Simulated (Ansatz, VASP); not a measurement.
## One calculation of AlN, two programs

```
Al N
1.0
     0.00000    2.18399    2.18399
     2.18399    0.00000    2.18399
     2.18399    2.18399    0.00000
Al N
1 1
Direct
  0.96035 0.96035 0.96035
  0.75000 0.75000 0.75000
```

Change from the starting cell: all Al atoms moved +0.300 Å, as atom 1 towards its neighbour atom 2 (N) at 1.891 Å.

Alike in both runs: task single point; functional PBE; k mesh 10 × 10 × 10; occupations gaussian, width 0.05 eV; no spin polarisation.

|  | VASP | Ansatz |
| --- | --- | --- |
| version | VASP 6.6.1 | Ansatz 0.2.0 |
| potentials or method | VASP PAW PBE potentials, release 64 (Al, N) | scalar-relativistic, plane waves, PAW |
| plane-wave cutoff (eV) | 520 | 420 |
| valence electrons in the cell | 8 | 8 |

Ansatz gave:

```
gap on the k mesh at the Fermi level (eV)       : 2.98
least direct gap on the mesh (eV)               : 3.69
pressure (GPa)                                  : 22.4
largest component of the traceless stress (GPa) : 26.75
rms of the force components (eV/Å)              : 5.283
```

Task: What did VASP give for the same quantities?

Result: gap on the k mesh at the Fermi level (eV): 2.97; least direct gap on the mesh (eV): 3.70; pressure (GPa): 22.5; largest component of the traceless stress (GPa): 27.04; rms of the force components (eV/Å): 5.322.

Atom by atom the forces differ by 0.039 eV/Å (rms over components). The functional is the same, so the differences come from potentials, cutoffs and numerics.

Caveats: so large a pressure means that the cell lies far from this level's equilibrium, or that cutoff or potentials fall short (VASP); forces of over 1 eV/Å show positions far from the minimum, so gaps and moduli don't describe the material at rest. A k mesh can miss the band edges.
